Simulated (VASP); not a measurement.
Input of a VASP 6.6.1 run:

File INCAR:

```
SYSTEM = MgO
  PREC = Accurate
  ENCUT = 600
  EDIFF = 1E-7
  ISMEAR = 0
  SIGMA = 0.03
  LREAL = .False.
  LASPH = .True.
  NELM = 80
  ALGO = Normal
  ISIF = 3
  LWAVE = .False.
  LCHARG = .False.
  GGA = PS
  IBRION = 2
  NSW = 90
  EDIFFG = -0.005
  KPAR = 4
```

KPOINTS

```
regular mesh
0
Gamma
  14 14 14
  0 0 0
```

POSCAR

```
MgO                                     
1.0
    0.0000000000      2.1039238760      2.1039238760
    2.1039238760      0.0000000000      2.1039238760
    2.1039238760      2.1039238760     -0.0000000000
  Mg              O             
     1     1
Direct
     0.0000000000000000    0.0000000000000000    0.0000000000000000
     0.5000000000000000    0.5000000000000000    0.5000000000000000
```

Potentials or basis: VASP PAW PBE potentials, release 64 (Mg, O).

Run with:

```sh
$ cat potpaw_PBE.64/Mg/POTCAR potpaw_PBE.64/O/POTCAR > POTCAR
$ mpirun -np 4 vasp_std > vasp.out
```

Estimate the band gap on the k mesh.

4.66 eV, direct.

Final structure:
```yaml
crystal:
  lattice:
    - [0.00000, 2.10392, 2.10392]
    - [2.10392, 0.00000, 2.10392]
    - [2.10392, 2.10392, 0.00000]
  atoms:
    - { symbol: Mg, position: [0.00000, 0.00000, 0.00000] }
    - { symbol: O, position: [0.50000, 0.50000, 0.50000] }
```

Caveat: the relaxation stopped at its first step, so nothing moved. A k mesh can miss the band edges.
